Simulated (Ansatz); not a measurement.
Sn:

```xyz
1
Lattice="-1.7265 1.7755 2.3383 1.7265 -1.7755 2.3383 1.7265 1.7755 -2.3383" Properties=species:S:1:pos:R:3 pbc="T T T"
Sn    0.0000    0.0000    0.0000
```

This isn't the form of Sn at room conditions, which is tetragonal (white tin).

| Item | Value |
| --- | --- |
| Program | Ansatz 0.2.0 |
| Task | relaxation of cell and atoms |
| Functional | HSE03 |
| Potentials or basis | Ansatz PAW |
| Cutoff | 420 eV (not typed: the program's choice for these potentials) |
| k mesh | 6 × 6 × 6 |
| Occupations | fermi-dirac, width 0.05 eV |
| Spin | no spin polarisation |

At the start: volume 28.67 Å³/atom.

Problem. How do energy, volume and symmetry change on relaxing?

Solution. It ends after 10 steps and the volume is 27.48 Å³/atom (-4.2 %); space group Immm (No. 71, to 0.05 Å).

The path:
```csv
step,energy change (eV),largest force (eV/Å),volume (Å³)
1,0.0000,0.0000,28.67
2,-0.0347,0.0000,27.85
3,-0.0528,0.0000,27.17
4,-0.0673,0.0000,27.41
5,-0.0765,0.0000,27.41
6,-0.0795,0.0000,27.66
7,-0.0798,0.0000,27.51
8,-0.0802,0.0000,27.46
9,-0.0802,0.0000,27.48
10,-0.0802,0.0000,27.48
```

Final structure:
```
CELL_PARAMETERS angstrom
-1.65224 1.97718 2.10311
1.65224 -1.97718 2.10311
1.65224 1.97718 -2.10311
ATOMIC_POSITIONS crystal
Sn 0.00000 0.00000 0.00000
```

Caveat: the k mesh is coarse (spacing up to 0.42 Å⁻¹), so the values aren't converged, least of all with exact exchange; the plane-wave basis is chosen anew once the cell has moved, so the energies of steps on either side of that aren't comparable; the PAW data sets come from PBE, with cores solved anew for the run's functional, which leaves a small shift of forces and pressure.
